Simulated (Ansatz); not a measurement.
## Replacing K in K2S

Level of theory: DFT, PBE, scalar-relativistic, spin polarisation where moments were expected; plane waves to 420 eV with PAW datasets (Ansatz 0.2.0), Gaussian smearing of 0.05 eV.

K2S was relaxed to zero pressure in the COD cell structure.

It takes space group Fm-3m (No. 225, cubic). Conventional cell: a = 7.463 Å, b = 7.463 Å, c = 7.463 Å, α = 90.00°, β = 90.00°, γ = 90.00°. K (site symmetry -43m) has 4 S at 3.23 Å as nearest neighbours. Around S (site symmetry m-3m) lie 8 K at 3.23 Å. Neighbours are those within 15 % of a site's shortest distance, so a longer bond may be listed from one end only.

Results for K2S: a (Å) 7.463, V (Å³/atom) 34.64, shortest unlike bond (Å) 3.23, gap (eV) 2.32, B0 (GPa) 18, E_f (eV/atom) -1.08.

Question: All K is replaced by Li and the cell relaxed again in the same space group. What comes out?

Answer: Li2S: a (Å) 5.706, V (Å³/atom) 15.48, shortest unlike bond (Å) 2.47, gap (eV) 3.39, B0 (GPa) 41, E_f (eV/atom) -1.36.

The volume changes by −55.3 %, or −23.5 % in mean length, and the shortest unlike bond by -0.76 Å. The bulk modulus goes from 18.3 to 40.7 GPa, as V^−1.0: with like bonding the larger cell is the softer. The formation energy moves by -0.28 eV/atom, so Li2S is the more strongly bound against its own elements.

Gaps are (generalised) Kohn–Sham gaps. E_f is the formation energy from the elements run alike, at 0 K, without zero-point energy or dispersion between the molecules, chains or layers of the solid elements; it is good to about 0.01 eV/atom as a calculation.

All runs used the PAW datasets of the set soft_2.
